Q: I have computed pressures for one and the same strontium oxide crystal from eight programs, and all of them are positive. Is something squeezing the crystal?

Pressure of rock-salt SrO in a fixed cell (2 atoms, edges 3.629 Å), from PBE calculations without spin polarisation, spin–orbit coupling or dispersion correction, on a 9×9×9 k mesh with Fermi–Dirac smearing of 0.05 eV. Positive values mean compression, and the Ansatz value leaves out the Pulay correction. Energies under "basis" are plane-wave cutoffs.

```
         program                            potentials     basis  pressure (GPa)  pressure less the median of the rows (GPa)
          Ansatz                            Ansatz PAW    420 eV           2.960                                      -0.140
          ABINIT                      JTH PAW PBE v2.0    626 eV           3.050                                      -0.050
          OpenMX                   OpenMX 2013 PBE set  standard           3.080                                      -0.020
            DFTK        dojo.nc.sr.pbe.v0_4_1.standard   1143 eV           3.100                                       0.000
          ABACUS   PseudoDojo NC SR 0.4.1 PBE standard   1143 eV           3.100                                       0.000
           JDFTx        PseudoDojo SR PBE 0.5 standard   1143 eV           3.100                                       0.000
Quantum ESPRESSO               SSSP 1.3 efficiency PBE    748 eV           3.240                                       0.140
            GPAW  GPAW PAW data sets (gpaw data 1.2.1)    800 eV           3.830                                       0.730
```

A: In the calculation, yes: the cell is held at a fixed size, and that size is smaller than the one PBE would choose. The pressure is minus the slope of the energy E against the volume V:

P = −dE/dV

A positive value means that the energy would fall if the cell could grow. In an ionic oxide, the attraction between the ions pulls the lattice together, while the overlap of their closed electron shells pushes it apart. When the ions sit too close, the repulsion wins, because it grows much faster at short distance. The result describes PBE's energy curve with the nuclei at rest, and PBE tends to make such lattices slightly too long. So it isn't the pressure that a gauge would read on a real sample with this lattice constant.

Q: How much too small is the cell?

A: About one per cent in length. For a small change, the pressure equals the bulk modulus B times the relative change of volume, and the volume of a cubic crystal changes three times as fast as its lattice constant a:

P ≈ B ΔV/V ≈ 3B Δa/a

With the median pressure of 3.10 GPa and a rough, recalled bulk modulus of 85 GPa, this gives

Δa/a ≈ 3.10 / (3 × 85) ≈ 0.012

The lattice constant of 5.13 Å would therefore grow by roughly 0.06 Å. The Murnaghan equation, which lets the crystal stiffen under compression, gives 1.1 instead of 1.2 per cent. Both forms take the stiffness as an input and use no row to adjust it; relaxing the cell would be the real test. The output below lists both estimates for every program.

Q: The total energies from ABINIT and DFTK differ by 97 eV per cell. How can their pressures agree to about 0.05 GPa?

A: The zero of the total energy belongs to the potentials, not to the crystal. Each set replaces the inner electrons in its own way and so shifts the energy by a large amount that hardly depends on the volume. A slope doesn't feel a constant shift. What matters is the small part that does change with volume: at the median pressure, a volume change of one per cent alters the energy by only 6 or 7 meV per cell. An error of one or two meV in that change is already visible in the pressure.

Q: Ansatz gives the lowest pressure and has the lowest plane-wave cutoff. Would a higher cutoff change its value?

A: It should raise it. The tabulated value of 2.96 GPa is a slope taken with a fixed set of plane waves. When the cell shrinks, the wavelengths of these waves shrink with it, so the same set describes the electrons in finer detail and the energy drops a little. This false reward for compression offsets part of the true resistance, and the pressure comes out too low. The same run estimates the effect, known as Pulay stress, at 0.37 GPa.

Adding this correction lifts Ansatz to 3.32 GPa, from below the median to above it. Its place as the lowest row therefore hangs on whether the correction is included. Only a run at a higher cutoff can show where the value settles. A higher cutoff makes the correction smaller, because an almost complete set of waves has little left to gain from being squeezed.

Q: What should I make of GPAW, which lies 0.73 GPa above the median?

A: The offset is large as a pressure, about a quarter of the median, but small as a length: by the two estimates above, it corresponds to 0.2 to 0.3 per cent of the lattice constant. In energy it is an extra 1.5 meV per cell for one per cent of volume. The cause is untested. It may lie in the energy itself, through the atomic data set or the numerical grids, or in the way the stress is derived from that energy. Computing the GPAW energy and stress in slightly smaller and slightly larger cells, at a cutoff high enough to leave little Pulay stress, would tell these apart. If the slope of those energies also gives 3.8 GPa, the stress is faithful and the offset sits in the energy.

Q: Three programs give exactly 3.10 GPa. Is that the right answer, to three digits?

A: It is a well-reproduced answer for one kind of potential. DFTK, ABACUS and JDFTx all use PseudoDojo potentials at the same cutoff, the first two from release 0.4.1 and JDFTx from release 0.5. Their agreement shows that the programs solve nearly the same equations equally well. An error that these potentials share would go unnoticed, and these rows also fix the median. Across different potentials and basis sets, the first decimal already moves: without GPAW the rows spread over 0.28 GPa, and with GPAW over 0.87 GPa. I would report a pressure of about 3 GPa, uncertain by a few tenths, name GPAW as an unexplained exception, and leave the second decimal to comparisons made with the same potentials and cutoff.

The analysis program printed:

```
Rough growth of the lattice constant on release of the pressure:
               row  pressure GPa  linear per cent  Murnaghan per cent
            Ansatz          2.96            1.161               1.084
            ABINIT          3.05            1.196               1.115
            OpenMX          3.08            1.208               1.125
              DFTK           3.1            1.216               1.132
            ABACUS           3.1            1.216               1.132
             JDFTx           3.1            1.216               1.132
  Quantum ESPRESSO          3.24            1.271                1.18
              GPAW          3.83            1.502               1.377
Lattice constant of the given cell, angstrom: 5.132
Median pressure, GPa: 3.1
Spread of all rows, GPa: 0.87
Spread without GPAW, GPa: 0.28
GPAW above the median, GPa: 0.73
GPAW above the median, per cent of the median: 23.55
GPAW offset as lattice constant, linear estimate, per cent: 0.2863
Energy change for 1 per cent of volume at the median pressure, meV per cell: 6.54
Extra energy change for 1 per cent of volume in GPAW, meV per cell: 1.54
Pulay correction of Ansatz, GPa: 0.3671
Ansatz with the correction less the tabulated median, GPa: 0.2244
Spread without GPAW, Ansatz corrected, GPa: 0.2744
Energy gain for a 10 per cent higher cutoff implied by the correction, eV per cell: 0.01107
ABINIT less DFTK, total energy, eV per cell: 97.34
ABINIT less DFTK, pressure, GPa: -0.05402
DFTK less ABACUS, total energy, meV per cell: 1.26
DFTK less ABACUS, pressure, GPa: 0.000935
Quantum ESPRESSO less ABINIT, gap, eV: 0.001038
Quantum ESPRESSO less ABINIT, pressure, GPa: 0.1945
GPAW gap above the next largest gap, eV: 0.04008
Share of holes at the valence top in GPAW from the smearing: 1.402e-09
```
